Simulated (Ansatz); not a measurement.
**LiH: strain and displacement**

```
Li H
1.0
     0.00000    2.14485    2.14485
     2.14485    0.00000    2.14485
     2.14485    2.14485    0.00000
Li H
1 1
Direct
  0.00000 0.00000 0.00000
  0.25000 0.25000 0.25000
```

Atoms are numbered in the order listed.

The cell was built from the zincblende type and relaxed in the same program, and has space group F-43m; it needn't be a known or the stable phase.

Theory: DFT, PBE, all-electron LAPW, scalar-relativistic (Ansatz 0.2.0).

The runs use a Γ-centred 13×13×13 k mesh, Fermi–Dirac smearing of 0.05 eV, basis error target 0.25 meV/atom, no spin polarisation.

The unchanged cell is at -0.05 GPa, so energy changes include a term −P ΔV where the volume moves.

Semilocal functionals give too small gaps.

x, y and z are the Cartesian axes of the cell as listed; fractional coordinates follow a strain, and an engineering shear is twice the off-diagonal strain component.

(1) One change gave: energy change +3 meV/atom; stress change (xx, yy, zz, yz, xz, xy) 0.08, 0.08, 0.08, -1.08, -1.08, -1.08 GPa, compression positive; change of the force on H2 (-0.040, -0.040, -0.040) eV/Å; gap on the k mesh 4.33 → 4.04 eV. Which change was it?
A. atom 2 (H) moved by (0.0500, 0.0000, 0.0000) Å
B. equal xy, yz and zx engineering shear strains of +3 %
C. equal xy, yz and zx engineering shear strains of -4 %

Answers

(1) B. For equal xy, yz and zx engineering shear strains of -4 %: energy change +6 meV/atom; stress change (xx, yy, zz, yz, xz, xy) 0.15, 0.15, 0.15, 1.54, 1.54, 1.54 GPa, compression positive; change of the force on H2 (0.079, 0.079, 0.079) eV/Å; gap on the k mesh 4.33 → 4.18 eV. For atom 2 (H) moved by (0.0500, 0.0000, 0.0000) Å: energy change +1 meV/atom; stress change (xx, yy, zz, yz, xz, xy) -0.02, 0.06, 0.06, -0.64, 0.00, 0.00 GPa, compression positive; change of the force on H2 (-0.112, 0.000, 0.000) eV/Å; gap on the k mesh 4.33 → 4.22 eV.
